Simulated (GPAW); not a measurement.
Runs of GPAW 26.7.0 on Al2Cu. Symmetry: P4/mmm, No. 123, tetragonal system. Conventional cell: a = 4.105 Å, b = 4.105 Å, c = 2.891 Å, α = 90.00°, β = 90.00°, γ = 90.00°. Cu (site symmetry 4/mmm) has 8 Al at 2.51 Å as nearest neighbours. Al (site symmetry mmm) has 4 Cu at 2.51 Å as nearest neighbours. The cell comes from a database or a generator and needn't be the stable form of this composition.

```csv
task,level,potentials or basis,cell,k mesh,optimizer,fmax,max steps,convergence,band path,gap on the mesh (eV),pressure (GPa),relaxed volume (Å³/atom)
relaxation of cell and atoms,PBEsol,"PAW data sets generated in the run's folder for this functional, pw",relaxed,6 × 6 × 8,BFGS,0.02 eV/Å,60,density=1e-05 forces=0.0001,-,none,-0.1,(a)
relaxation of cell and atoms,PBEsol+D3(BJ)+ATM,"PAW data sets generated in the run's folder for this functional, pw",relaxed,6 × 6 × 8,BFGS,0.02 eV/Å,60,density=1e-05 forces=0.0001,-,none,-0.1,15.48
relaxation of cell and atoms,PBEsol+D3,"PAW data sets generated in the run's folder for this functional, pw",relaxed,6 × 6 × 8,BFGS,0.02 eV/Å,60,density=1e-05 forces=0.0001,-,none,0.0,15.54
band structure,PBEsol,"PAW data sets generated in the run's folder for this functional, pw",as given,7 × 7 × 9,-,-,-,-,"GXMGZRAZ,XR,MA",-,-1.8,-
```

Alike in all rows: no spin polarisation; cutoff (eV) 600; smearing fermi-dirac 0.05 eV.

**Question.** Estimate the missing entries.

**Answer.** (a) 15.96.

Caveats: with this Cu data set, volumes or pressures lay over 1.5 % or 2 GPa off other programs in two to four cells of ten; later steps reuse the first step's grids (some runs); pairwise dispersion overbinds metals, which lowers pressure and volume (some runs).

A k mesh can miss the band edges.

A gap of «none» marks a metal or a gap under the smearing width.

Not every run made on this cell is shown here.
